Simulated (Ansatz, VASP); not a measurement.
## BN in VASP and in Ansatz

```
CELL_PARAMETERS angstrom
0.00000 1.84295 1.84295
1.84295 0.00000 1.84295
1.84295 1.84295 0.00000
ATOMIC_POSITIONS crystal
B 0.00000 0.00000 0.00000
N 0.75000 0.75000 0.75000
```

Change from the starting cell: volume scaled by 1.06.

Alike in both runs: task single point; functional LDA; k mesh 11 × 11 × 11; occupations fermi-dirac, width 0.02 eV; no spin polarisation.

|  | VASP | Ansatz |
| --- | --- | --- |
| version | VASP 6.6.1 | Ansatz 0.2.0 |
| potentials or method | VASP PAW LDA potentials, release 64 (B, N), cutoff 520 eV | all-electron LAPW, scalar-relativistic |

|  | VASP | Ansatz | Ansatz less VASP |
| --- | --- | --- | --- |
| gap on the k mesh at the Fermi level (eV) | 4.37 | 4.38 | +0.008 |
| pressure (GPa) | -29.2 | -29.8 | -0.61 |

Ansatz ran all-electron here, so the differences hold the error of VASP's frozen core and of both bases.

Caveats: so large a pressure means that the cell lies far from this level's equilibrium, or that cutoff or potentials fall short (VASP); an odd mesh through Γ misses points on the zone boundary, where band edges often lie.
